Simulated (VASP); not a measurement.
# AlN in VASP: one cell, several levels of theory, part 2 of 2

The system is AlN (rocksalt), a generated structure that needn't be the ground state.

VASP 6.6.1, plane waves, PAW. The steps go on from the part before.

**3. Single point with r2SCAN**

File INCAR:

```
ENCUT = 520.000000
SIGMA = 0.010000
EDIFF = 1.00e-07
ALGO = Normal
METAGGA = R2SCAN
PREC = Accurate
IBRION = -1
ISIF = 2
ISMEAR = 0
NBANDS = 11
NELM = 120
NSW = 0
LASPH = .TRUE.
LCHARG = .TRUE.
LELF = .TRUE.
LWAVE = .FALSE.
LREAL = .FALSE.
```

File KPOINTS:

```
KPOINTS created by Atomic Simulation Environment
0
Gamma
10 10 10
0 0 0
```

File KPOINTS_OPT:

```
special points
7
Reciprocal
0.0000000000 0.0000000000 0.0000000000 1
0.5000000000 0.0000000000 0.5000000000 1
0.6250000000 0.2500000000 0.6250000000 1
0.3750000000 0.3750000000 0.7500000000 1
0.5000000000 0.5000000000 0.5000000000 1
0.5000000000 0.2500000000 0.7500000000 1
0.0000000000 0.5000000000 0.5000000000 1
```

File POSCAR:

```
Al N
 1.0000000000000000
     0.0000000000000000    2.0794345057000001    2.0794345057000001
     2.0794345057000001    0.0000000000000000    2.0794345057000001
     2.0794345057000001    2.0794345057000001    0.0000000000000000
 Al  N
   1   1
Cartesian
  0.0000000000000000  0.0000000000000000  0.0000000000000000
  2.0794345057000001  2.0794345057000001  2.0794345057000001
```

Launch:

```console
$ mpirun -np 1 vasp_std
```

Standard output, without the iteration lines:

```text
POSCAR found type information on POSCAR AlN
 POSCAR found :  2 types and       2 ions
 -----------------------------------------------------------------------------
|                                                                             |
|                                                                             |
|     You enforced a specific xc type in the INCAR file but a different       |
|     I HOPE YOU KNOW WHAT YOU ARE DOING!                                     |
|                                                                             |
 -----------------------------------------------------------------------------

 LDA part: xc-table for (None), standard interpolation
 POSCAR, INCAR and KPOINTS ok, starting setup
 FFT: planning ... GRIDC
 FFT: planning ... GRID_SOFT
 FFT: planning ... GRID
 WAVECAR not read
 entering main loop
 Start KPOINTS_OPT (optional k-point list driver)
k-point batch [1-7\7]
```

OSZICAR:

```text
N       E                     dE             d eps       ncg     rms          rms(c)
DAV:   1     0.565168662091E+01    0.56517E+01   -0.40830E+03  1050   0.639E+02
DAV:   2    -0.216320912538E+02   -0.27284E+02   -0.25279E+02  1263   0.142E+02
DAV:   3    -0.224473089551E+02   -0.81522E+00   -0.81295E+00  1242   0.230E+01
DAV:   4    -0.224511651521E+02   -0.38562E-02   -0.38559E-02  1151   0.168E+00
DAV:   5    -0.224512004560E+02   -0.35304E-04   -0.35303E-04  1222   0.159E-01    0.751E+00
DAV:   6    -0.186948805629E+02    0.37563E+01   -0.58467E+00  1112   0.123E+01    0.320E+00
DAV:   7    -0.187676251541E+02   -0.72745E-01   -0.31788E-01  1175   0.405E+00    0.194E+00
DAV:   8    -0.187859643790E+02   -0.18339E-01   -0.40304E-02  1076   0.154E+00    0.322E-01
DAV:   9    -0.187855982371E+02    0.36614E-03   -0.18970E-03  1183   0.278E-01    0.897E-02
DAV:  10    -0.187858066408E+02   -0.20840E-03   -0.24589E-04  1142   0.124E-01    0.236E-02
DAV:  11    -0.187858058536E+02    0.78722E-06   -0.60843E-05  1231   0.426E-02    0.710E-03
DAV:  12    -0.187858054292E+02    0.42437E-06   -0.49034E-06  1136   0.165E-02    0.557E-03
DAV:  13    -0.187858051660E+02    0.26319E-06   -0.10194E-07   799   0.268E-03    0.760E-04
DAV:  14    -0.187858051842E+02   -0.18197E-07   -0.10355E-08   580   0.761E-04
   1 F= -.18785805E+02 E0= -.18785805E+02  d E =-.156777E-58
       N       E                     dE             ncg
DAV:   1     0.640327989512E+03   -0.18842E+04      154
DAV:   2     0.449309224571E+03   -0.19102E+03      217
DAV:   3     0.442270920333E+03   -0.70383E+01      184
DAV:   4     0.442228013509E+03   -0.42907E-01      195
DAV:   5     0.442227512218E+03   -0.50129E-03      181
DAV:   6     0.442227503537E+03   -0.86814E-05      206
DAV:   7     0.442227503406E+03   -0.13125E-06      183
DAV:   8     0.442227503403E+03   -0.27024E-08      160
```

Parts of OUTCAR:

```text
k-points           NKPTS =     47   k-points in BZ     NKDIM =     47   number of bands    NBANDS=     11

   NELECT =       8.0000    total number of electrons

   dimension x,y,z NGX =    24 NGY =   24 NGZ =   24
   dimension x,y,z NGXF=    48 NGYF=   48 NGZF=   48

  energy-cutoff  :      520.00
  volume of cell :       17.98
      direct lattice vectors                 reciprocal lattice vectors
     0.000000000  2.079434506  2.079434506    -0.240449987  0.240449987  0.240449987
     2.079434506  0.000000000  2.079434506     0.240449987 -0.240449987  0.240449987
     2.079434506  2.079434506  0.000000000     0.240449987  0.240449987 -0.240449987

 k-points in reciprocal lattice and weights: KPOINTS created by Atomic Simulation Env
   0.00000000  0.00000000  0.00000000       0.001
   0.10000000  0.00000000  0.00000000       0.008
   0.20000000  0.00000000  0.00000000       0.008
   0.30000000  0.00000000  0.00000000       0.008
   0.40000000  0.00000000  0.00000000       0.008
   0.50000000  0.00000000  0.00000000       0.004
   0.10000000  0.10000000  0.00000000       0.006
   0.20000000  0.10000000  0.00000000       0.024
[... 39 more k-points ...]

 E-fermi :   8.8354

 k-point     1 :       0.0000    0.0000    0.0000
  band No.  band energies     occupation
      1      -8.9259      2.00000
      2       8.7238      2.00000
      3       8.7238      2.00000
      4       8.7238      2.00000
      5      14.0215      0.00000
      6      21.3454      0.00000
      7      21.3454      0.00000
      8      21.3454      0.00000
      9      26.6502      0.00000
     10      26.6502      0.00000
     11      26.9050      0.00000

 k-point     2 :       0.1000    0.0000    0.0000
  band No.  band energies     occupation
      1      -8.7340      2.00000
      2       7.7003      2.00000
      3       8.6115      2.00000
      4       8.6115      2.00000
      5      14.7095      0.00000
      6      20.5126      0.00000
      7      21.6232      0.00000
      8      21.6232      0.00000
      9      25.0684      0.00000
     10      25.0684      0.00000
     11      27.2341      0.00000

 k-point     3 :       0.2000    0.0000    0.0000
  band No.  band energies     occupation
      1      -8.1801      2.00000
      2       5.6063      2.00000
      3       8.3368      2.00000
      4       8.3368      2.00000
      5      15.5553      0.00000
      6      19.9115      0.00000
      7      21.6797      0.00000
      8      21.6797      0.00000
      9      24.5876      0.00000
     10      24.5876      0.00000
     11      26.5011      0.00000

 k-point     4 :       0.3000    0.0000    0.0000
  band No.  band energies     occupation
      1      -7.3461      2.00000
      2       3.3840      2.00000
      3       8.0301      2.00000
      4       8.0301      2.00000
      5      15.5272      0.00000
      6      20.6402      0.00000
      7      20.8568      0.00000
      8      20.8568      0.00000
      9      25.7397      0.00000
     10      26.1446      0.00000
     11      26.1446      0.00000

 k-point     5 :       0.4000    0.0000    0.0000
  band No.  band energies     occupation
      1      -6.4543      2.00000
      2       1.5729      2.00000
      3       7.8035      2.00000
      4       7.8035      2.00000
      5      15.2195      0.00000
      6      20.1691      0.00000
      7      20.1691      0.00000
      8      21.6526      0.00000
      9      25.3291      0.00000
     10      28.3853      0.00000
     11      28.3853      0.00000

 k-point     6 :       0.5000    0.0000    0.0000
  band No.  band energies     occupation
      1      -6.0163      2.00000
      2       0.8161      2.00000
      3       7.7213      2.00000
      4       7.7213      2.00000
      5      15.0902      0.00000
      6      19.9253      0.00000
      7      19.9253      0.00000
      8      22.0416      0.00000
      9      25.2744      0.00000
     10      29.7390      0.00000
     11      29.7390      0.00000

 k-point     7 :       0.1000    0.1000    0.0000
  band No.  band energies     occupation
      1      -8.6706      2.00000
      2       7.7570      2.00000
      3       8.3796      2.00000
      4       8.3796      2.00000
      5      14.9786      0.00000
      6      19.9347      0.00000
      7      21.9060      0.00000
      8      21.9060      0.00000
      9      23.3386      0.00000
     10      26.9653      0.00000
     11      28.2432      0.00000

 k-point     8 :       0.2000    0.1000    0.0000
  band No.  band energies     occupation
      1      -8.2385      2.00000
      2       6.2012      2.00000
      3       8.0273      2.00000
      4       8.1519      2.00000
      5      15.8915      0.00000
      6      19.1009      0.00000
      7      21.3442      0.00000
      8      22.3068      0.00000
      9      23.0618      0.00000
     10      26.3603      0.00000
     11      28.0218      0.00000

 k-point     9 :       0.3000    0.1000    0.0000
  band No.  band energies     occupation
      1      -7.4960      2.00000
      2       4.1284      2.00000
      3       7.7058      2.00000
      4       7.7752      2.00000
      5      16.1900      0.00000
      6      19.5654      0.00000
      7      20.0487      0.00000
      8      21.8381      0.00000
      9      24.4827      0.00000
     10      27.2070      0.00000
     11      27.4506      0.00000

 k-point    10 :       0.4000    0.1000    0.0000
  band No.  band energies     occupation
      1      -6.6050      2.00000
      2       2.2229      2.00000
      3       7.3489      2.00000
      4       7.5212      2.00000
      5      15.9405      0.00000
      6      19.2075      0.00000
      7      20.9839      0.00000
      8      21.0130      0.00000
      9      25.8535      0.00000
     10      27.4515      0.00000
     11      29.0653      0.00000

 k-point    11 :       0.5000    0.1000    0.0000
  band No.  band energies     occupation
      1      -5.9643      2.00000
      2       1.0887      2.00000
      3       7.0272      2.00000
      4       7.5214      2.00000
      5      15.7931      0.00000
      6      18.9092      0.00000
      7      20.4484      0.00000
      8      21.9705      0.00000
      9      26.3434      0.00000
     10      28.5391      0.00000
     11      29.9902      0.00000

 k-point    12 :      -0.4000    0.1000    0.0000
  band No.  band energies     occupation
      1      -6.1131      2.00000
      2       1.3413      2.00000
      3       6.8989      2.00000
      4       7.7033      2.00000
      5      15.8758      0.00000
      6      19.1412      0.00000
      7      20.3220      0.00000
      8      21.7935      0.00000
      9      26.5994      0.00000
     10      28.2191      0.00000
     11      29.1601      0.00000

 k-point    13 :      -0.3000    0.1000    0.0000
  band No.  band energies     occupation
      1      -6.9020      2.00000
      2       2.8126      2.00000
      3       7.0068      2.00000
      4       8.0172      2.00000
      5      16.1444      0.00000
      6      19.8610      0.00000
      7      20.6535      0.00000
      8      20.6936      0.00000
      9      25.6937      0.00000
     10      26.9927      0.00000
     11      28.2345      0.00000

 k-point    14 :      -0.2000    0.1000    0.0000
  band No.  band energies     occupation
      1      -7.7721      2.00000
      2       4.8085      2.00000
      3       7.3629      2.00000
      4       8.3637      2.00000
      5      16.2632      0.00000
      6      19.5274      0.00000
      7      20.9224      0.00000
      8      21.5727      0.00000
      9      23.5960      0.00000
     10      26.5570      0.00000
     11      27.6779      0.00000

 k-point    15 :      -0.1000    0.1000    0.0000
  band No.  band energies     occupation
      1      -8.4217      2.00000
      2       6.6635      2.00000
      3       7.9759      2.00000
      4       8.6032      2.00000
      5      15.5233      0.00000
      6      19.6977      0.00000
      7      21.7606      0.00000
      8      22.0538      0.00000
      9      23.1809      0.00000
     10      25.4717      0.00000
     11      28.0115      0.00000

 k-point    16 :       0.2000    0.2000    0.0000
  band No.  band energies     occupation
      1      -7.9391      2.00000
      2       5.9011      2.00000
      3       7.5987      2.00000
      4       7.5987      2.00000
      5      16.4196      0.00000
      6      17.8367      0.00000
      7      20.4137      0.00000
      8      23.1830      0.00000
      9      23.1830      0.00000
     10      27.8884      0.00000
     11      30.0606      0.00000

[... the tables of k-points 17 to 47 left out ...]

  Total       -2.3890133     -2.3890133     -2.3890133      0.0000000      0.0000000     -0.0000000
  in kB     -212.8449861   -212.8449861   -212.8449861      0.0000000      0.0000000     -0.0000000
  external PRESSURE =    -212.8449861 kB  Pullay stress =       0.0000000 kB

 POSITION                                       TOTAL-FORCE (eV/Angst)
 -----------------------------------------------------------------------------------
      0.00000      0.00000      0.00000         0.000000      0.000000      0.000000
      2.07943      2.07943      2.07943        -0.000000     -0.000000     -0.000000
 -----------------------------------------------------------------------------------
    total drift:                               -0.000000     -0.000000      0.000000

  FREE ENERGIE OF THE ION-ELECTRON SYSTEM (eV)
  ---------------------------------------------------
  free  energy   TOTEN  =       -18.7858051842 eV

  energy  without entropy=      -18.7858051842  energy(sigma->0) =      -18.78580518
```

Hardware: 1 MPI rank of Intel Xeon Platinum 8488C, shared host.

The levels at the points of KPOINTS_OPT are read from vasprun.xml.

Band energies at the special points (eV, zero at the top of v, the last band that the electrons fill by count):

```csv
point,v−1,v,c,c+1
Γ,0.00,0.00,5.30,12.62
X,-2.68,-2.68,4.66,6.10
U,-5.17,-2.19,6.11,9.63
K,-5.17,-2.19,6.11,9.63
L,-1.00,-1.00,6.37,11.20
W,-5.37,-3.73,8.13,11.19
```

Gap with r2SCAN: 4.66 eV, valence top at Γ, conduction bottom at X. Least direct gap: 5.30 eV. Pressure: -21.28 GPa; the forces vanish within 0.01 eV/Å.

Axes a, b and c in the maps are those of this run's conventional cell (a, b, c = 4.159, 4.159, 4.159 Å).

Density in a lattice plane of the grid's cell (edges 4.16 and 4.16 Å, at 0.000 of the third edge), which holds Al and N.

Ten even steps from '0' (0.01 e/Å³) to '9' (3.67 e/Å³):
```
000000113579997531100000
000000012357775321000000
000000011234443211000000
000000000112221100000000
111000000011111000000011
221100000000000000000112
443211000000000000011234
775321000000000000012357
997531100000000000113579
998532100000000000123589
997531100000000000113579
775321000000000000012357
443211000000000000011234
221100000000000000000112
111000000011111000000011
000000000112221100000000
000000011234443211000000
000000012357775321000000
000000113579997531100000
000000123589998532100000
```
Columns run along the first of these edges and rows up along the second, over one cell in 24 and 20 even steps from the bottom left corner. Atoms in the plane (fractional): Al at (0.00, 0.00), Al at (0.50, 0.50), N at (0.00, 0.50), N at (0.50, 0.00).

ELF in the same plane.

Ten even steps from '0' (0.00) to '9' (0.84):
```
000147899975357999874100
000135789998889998752100
432123568999999986532123
775322246899999864222357
998642224689998642224689
999864222357775322246899
999986532123432123568999
889998753100000125789998
357999874100000147899975
026999985200000258999962
357999874100000147899975
889998752100000135789998
999986532123432123568999
999864222357775322246899
998642224689998642224689
775322246899999864222357
432123568999999986532123
000125789998889998753100
000147899975357999874100
000258999962026999985200
```
Columns run along the first of these edges and rows up along the second, over one cell in 24 and 20 even steps from the bottom left corner. Atoms in the plane (fractional): Al at (0.00, 0.00), Al at (0.50, 0.50), N at (0.00, 0.50), N at (0.50, 0.00).

Both are smooth fields of the valence electrons: close to the nuclei they are not physical.

Maxima of ELF outside the ion cores: 0.85 in the shell around N, 0.8 Å from N.

**4. Results**

This closing draws on all 2 parts.

```
 level  gap (eV)  pressure (GPa)  Ansatz: gap (eV)  Ansatz: pressure (GPa)
   PBE      3.82          -14.46              3.84                  -14.24
r2SCAN      4.66          -21.28              4.65                  -20.55
```

The gap spans 3.82 eV (PBE) to 4.66 eV (r2SCAN). At this one volume the pressure spans -21.3 GPa (r2SCAN) to -14.5 GPa (PBE): PBE wants the largest cell and r2SCAN the smallest. The two programs agree on the gap within 0.03 eV, far less than the spread between functionals. Datasets and cutoffs are each program's own.
